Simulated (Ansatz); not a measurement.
**LAPW volumes and bulk moduli in simple lattices**

All-electron LAPW (Ansatz 0.2.0), scalar-relativistic, no spin, Fermi–Dirac smearing 0.136 eV, k-meshes of 8 to 18 points an axis; Birch–Murnaghan fits to pressures. Some or most of these lattices are hypothetical for the element, and V0 is the minimum nearest the starting volume; lattices without a usable fit are left out; mesh and smearing are coarse, and magnetic elements are treated as non-magnetic.

| element | lattice | functional | V0 (Å³/atom) | B0 (GPa) | B′ | k-points per axis |
| --- | --- | --- | --- | --- | --- | --- |
| Zr | bcc | LDA | 21.25 | 98 | 3.3 | 13 |
| Zr | bcc | PBE | 22.98 | 86 | 3.3 | 13 |
| Zr | diamond | LDA | 27.86 | 39 | 2.9 | 8 |
| Zr | diamond | PBE | 31.29 | 32 | 4.4 | 8 |
| Zr | diamond | PBEsol | 29.13 | 37 | 2.7 | 8 |
| Zr | fcc | LDA | 21.64 | 100 | 3.2 | 13 |
| Zr | fcc | PBE | 23.31 | 89 | 3.2 | 13 |
| Zr | fcc | PBEsol | 22.34 | 94 | 3.2 | 13 |
| Zr | sc | LDA | 22.86 | 77 | 3.6 | 12 |
| Zr | sc | PBE | 24.83 | 66 | 3.5 | 11 |

(1) Give V0 and B0 for bcc Zr in PBEsol.

(2) Give V0 and B0 for sc Zr in PBEsol.

Results:

(1) 21.97 Å³/atom and 92.2 GPa.

(2) 23.58 Å³/atom and 72.2 GPa.
